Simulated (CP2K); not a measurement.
The system is La.

```
La
1.0
     3.67858    0.00000    0.00000
    -1.22619    3.46820    0.00000
    -1.22619   -1.73410    3.00355
La
1
Direct
  0.00000 0.00000 0.00000
```

This isn't the form of La at room conditions, which is double hcp.

Base run:

```yaml
Program: CP2K 2026.2
Functional: LDA
Potentials_or_basis: GTH_POTENTIALS La GTH-PBE-q11; TZVP-MOLOPT-SR-GTH basis
Density_cutoff: 9184 eV
k_mesh: 9 × 9 × 9
Occupations: fermi-dirac, width 0.05 eV
Spin: no spin polarisation
```

Its results: band gap on the k mesh none (metal or under the smearing width); pressure -2.9 GPa.

Question: After a change of settings the same cell gave: band gap on the k mesh none (metal or under the smearing width); pressure 1.5 GPa. Which change was it?
A. functional from LDA to RPBE
B. functional from LDA to PBE
C. functional from LDA to AM05
D. functional from LDA to PBEsol

Answer: A.

RPBE binds less tightly than LDA, so the same cell stands under more pressure.

Caveats: the potentials were made for another functional, which shifts forces and pressure; the basis of atomic orbitals isn't converged, which shifts pressures, moduli and gaps; spin-orbit coupling is left out, which moves the levels of the heavy elements (some runs).
